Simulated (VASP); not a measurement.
# BaZrO₃, equation of state: which settings are enough?

BaZrO₃, Pm-3m (no. 221), 5 atoms in the cell. LAK; PAW potentials Ba_sv_GW, Zr_sv_GW, O_GW (PBE set). VASP 6.6.1.

Wanted: equilibrium volume within 0.5 %; bulk modulus within 2.5 %.

What the run is for: choice of potentials; Accuracy asked: standard; Volumes (times the given one): 0.91, 0.94, 0.97, 1, 1.03, 1.06, 1.09.

## Potentials and cutoff

| Potentials and cutoff | Equilibrium volume (Å³/atom) | Bulk modulus (GPa) | Time (s) |
|---|---|---|---|
| Ba_sv_GW Zr_sv_GW O_GW, ENCUT 660 | 15.24 | 159.3 | 582 |
| Ba_sv Zr_sv O_h, ENCUT 1220 | 15.33 | 157.7 | 1297 |
| Ba_sv Zr_sv O, ENCUT 640 | 15.34 | 157.9 | 506 |

## Question

For each series: keep the first row unless others stay within the tolerance and take at least 30 % less time, and then take the fastest.

## Answer

- Potentials and cutoff: Ba_sv_GW Zr_sv_GW O_GW, ENCUT 660

The chosen settings are those of the reference run.

## The input

INCAR:
```
METAGGA = LAK
ISMEAR = 0
SIGMA = 0.03
LWAVE = F
LCHARG = F
ISIF = 2
NSW = 0
ENCUT = 660
PREC = Accurate
LASPH = T
LREAL = F
ALGO = Normal
EDIFF = 1E-7
NELM = 120
GGA_COMPAT = F
EFERMI = MIDGAP
LMIXTAU = T
```

KPOINTS:
```
k-points
0
Gamma
  5 5 5
```

POSCAR.step1:
```
BaZrO3
1.0
    4.0616268638      0.0000000000      0.0000000000
    0.0000000000      4.0616268638      0.0000000000
    0.0000000000      0.0000000000      4.0616268638
Ba Zr O
1 1 3
Direct
    0.0000000000      0.0000000000      0.0000000000
    0.5000000000      0.5000000000      0.5000000000
    0.5000000000      0.5000000000      0.0000000000
    0.5000000000      0.0000000000      0.5000000000
    0.0000000000      0.5000000000      0.5000000000
```

POSCAR.step2:
```
BaZrO3
1.0
    4.1057784409      0.0000000000      0.0000000000
    0.0000000000      4.1057784409      0.0000000000
    0.0000000000      0.0000000000      4.1057784409
Ba Zr O
1 1 3
Direct
    0.0000000000      0.0000000000      0.0000000000
    0.5000000000      0.5000000000      0.5000000000
    0.5000000000      0.5000000000      0.0000000000
    0.5000000000      0.0000000000      0.5000000000
    0.0000000000      0.5000000000      0.5000000000
```

POSCAR.step3:
```
BaZrO3
1.0
    4.1490003376      0.0000000000      0.0000000000
    0.0000000000      4.1490003376      0.0000000000
    0.0000000000      0.0000000000      4.1490003376
Ba Zr O
1 1 3
Direct
    0.0000000000      0.0000000000      0.0000000000
    0.5000000000      0.5000000000      0.5000000000
    0.5000000000      0.5000000000      0.0000000000
    0.5000000000      0.0000000000      0.5000000000
    0.0000000000      0.5000000000      0.5000000000
```

POSCAR.step4:
```
BaZrO3
1.0
    4.1913400000      0.0000000000      0.0000000000
    0.0000000000      4.1913400000      0.0000000000
    0.0000000000      0.0000000000      4.1913400000
Ba Zr O
1 1 3
Direct
    0.0000000000      0.0000000000      0.0000000000
    0.5000000000      0.5000000000      0.5000000000
    0.5000000000      0.5000000000      0.0000000000
    0.5000000000      0.0000000000      0.5000000000
    0.0000000000      0.5000000000      0.5000000000
```

POSCAR.step5:
```
BaZrO3
1.0
    4.2328411149      0.0000000000      0.0000000000
    0.0000000000      4.2328411149      0.0000000000
    0.0000000000      0.0000000000      4.2328411149
Ba Zr O
1 1 3
Direct
    0.0000000000      0.0000000000      0.0000000000
    0.5000000000      0.5000000000      0.5000000000
    0.5000000000      0.5000000000      0.0000000000
    0.5000000000      0.0000000000      0.5000000000
    0.0000000000      0.5000000000      0.5000000000
```

POSCAR.step6:
```
BaZrO3
1.0
    4.2735440071      0.0000000000      0.0000000000
    0.0000000000      4.2735440071      0.0000000000
    0.0000000000      0.0000000000      4.2735440071
Ba Zr O
1 1 3
Direct
    0.0000000000      0.0000000000      0.0000000000
    0.5000000000      0.5000000000      0.5000000000
    0.5000000000      0.5000000000      0.0000000000
    0.5000000000      0.0000000000      0.5000000000
    0.0000000000      0.5000000000      0.5000000000
```

POSCAR.step7:
```
BaZrO3
1.0
    4.3134859858      0.0000000000      0.0000000000
    0.0000000000      4.3134859858      0.0000000000
    0.0000000000      0.0000000000      4.3134859858
Ba Zr O
1 1 3
Direct
    0.0000000000      0.0000000000      0.0000000000
    0.5000000000      0.5000000000      0.5000000000
    0.5000000000      0.5000000000      0.0000000000
    0.5000000000      0.0000000000      0.5000000000
    0.0000000000      0.5000000000      0.5000000000
```

Commands (each step's output is kept before the next begins):
```
cat potpaw_PBE.64/Ba_sv_GW/POTCAR potpaw_PBE.64/Zr_sv_GW/POTCAR potpaw_PBE.64/O_GW/POTCAR > POTCAR
cp POSCAR.step1 POSCAR
mpirun -np 1 vasp_std > vasp.out
cp POSCAR.step2 POSCAR
mpirun -np 1 vasp_std > vasp.out
cp POSCAR.step3 POSCAR
mpirun -np 1 vasp_std > vasp.out
cp POSCAR.step4 POSCAR
mpirun -np 1 vasp_std > vasp.out
cp POSCAR.step5 POSCAR
mpirun -np 1 vasp_std > vasp.out
cp POSCAR.step6 POSCAR
mpirun -np 1 vasp_std > vasp.out
cp POSCAR.step7 POSCAR
mpirun -np 1 vasp_std > vasp.out
```

Limits: Total energies under different potentials can't be compared; the cell and the gap can.

The chosen input took VASP 6.6.1 582 s on 1 core (Intel Xeon 6975P-C (Granite Rapids)), a shared host.
